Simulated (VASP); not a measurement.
# Ba: single point with PBE

Ba:

```
Ba
1.0
    -2.47176    2.47765    2.44851
     2.56531   -2.52802    2.59244
     2.45066    2.50692   -2.49889
Ba
1
Cartesian
  -0.0133 -0.0434 0.0383
```

The cell isn't the ideal one: cell strained at random at fixed volume.

```json
{
  "Program": "VASP 6.6.1",
  "Task": "single point",
  "Functional": "PBE",
  "Potentials or basis": "VASP PAW PBE potentials, release 64 (Ba_sv)",
  "Cutoff": "520 eV",
  "k mesh": "8 × 8 × 8",
  "Occupations": "fermi-dirac, width 0.05 eV",
  "Spin": "no spin polarisation"
}
```

```
Pressure               : 0.0 GPa
Band gap on the k mesh : none (metal or under the smearing width)
```

Stress tensor (GPa, compression positive):
```
 0.04  0.07 -0.41
 0.07  0.09  0.21
-0.41  0.21  0.01
```

Levels at points of the mesh, in eV from the Fermi level:
```tsv
k point	band 1	band 2	band 3	band 4	band 5	band 6	band 7	band 8	band 9	band 10
(0.00, 0.00, 0.00)	-28.87	-13.83	-13.82	-13.81	-2.73	1.71	1.77	2.03	3.23	3.30
(0.50, 0.00, 0.00)	-28.82	-14.29	-13.98	-13.82	-0.86	0.71	1.34	3.17	3.72	5.28
(0.00, 0.50, 0.00)	-28.83	-14.26	-13.94	-13.81	-0.91	0.71	1.13	3.29	3.92	5.11
(0.50, 0.50, 0.00)	-28.83	-14.28	-13.96	-13.82	-0.87	0.67	1.26	3.29	3.84	5.17
(0.00, 0.00, 0.50)	-28.83	-14.28	-13.98	-13.82	-0.87	0.67	1.31	3.25	3.79	5.26
(0.50, 0.00, 0.50)	-28.82	-14.30	-13.99	-13.83	-0.85	0.77	1.37	3.06	3.62	5.34
(0.00, 0.50, 0.50)	-28.83	-14.27	-13.95	-13.82	-0.89	0.69	1.21	3.28	3.88	5.14
(0.50, 0.50, 0.50)	-28.79	-14.18	-14.14	-14.10	-0.53	-0.52	4.25	4.43	4.46	4.50
```

Wall time 81 s on 1 thread of Intel(R) Xeon(R) Platinum 8488C (Sapphire Rapids), with other jobs on the host, peak memory 0.31 GiB.

Spin-orbit coupling is left out, which matters for the levels of Ba.
